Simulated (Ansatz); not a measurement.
Runs of Ansatz 0.2.0 on TiC. It takes space group P-6m2 (No. 187, hexagonal). The conventional cell has a = 3.042 Å, b = 3.042 Å, c = 2.698 Å, α = 90.00°, β = 90.00°, γ = 120.00°. Around Ti (site symmetry -6m2) lie 6 C at 2.21 Å. Around C (site symmetry -6m2) lie 6 Ti at 2.21 Å. The cell was built by a generator and needn't be a form met in nature.

```tsv
task	level	cell	gap on the mesh (eV)	pressure (GPa)	relaxed volume (Å³/atom)
relaxation of cell and atoms	HSEsol	relaxed	0.19	0.0	10.45
relaxation of cell and atoms	PBEsol0	relaxed	none	0.0	(b)
relaxation of cell and atoms	HSE06	relaxed	0.19	0.0	10.64
relaxation of cell and atoms	HSE03	relaxed	-	0.0	10.66
single point	PBEsol0	as given	none	(a)	-
single point	PBE0	as given	none	-5.1	-
```

Alike in all rows: potentials or basis Ansatz PAW; no spin polarisation; k mesh 5 × 5 × 5; cutoff (eV) 420; smearing fermi-dirac 0.05 eV; the mesh is coarse, so values aren't converged.

**Question.** Estimate the missing entries.

**Answer.** (a) -9.4; (b) 10.41.

Caveats: all runs use coarse meshes; the PAW data sets come from PBE, with cores solved anew for the run's functional, which leaves a small shift of forces and pressure; the plane-wave basis is chosen anew once the cell has moved, so the energies of steps on either side of that aren't comparable (some runs); odd divisions of the mesh miss points on the zone boundary, where band edges often lie, so the gap on the mesh can be too wide (some runs); the thresholds are loose for stress (some runs).

A k mesh can miss the band edges.

A gap of «none» marks a metal or a gap under the smearing width.
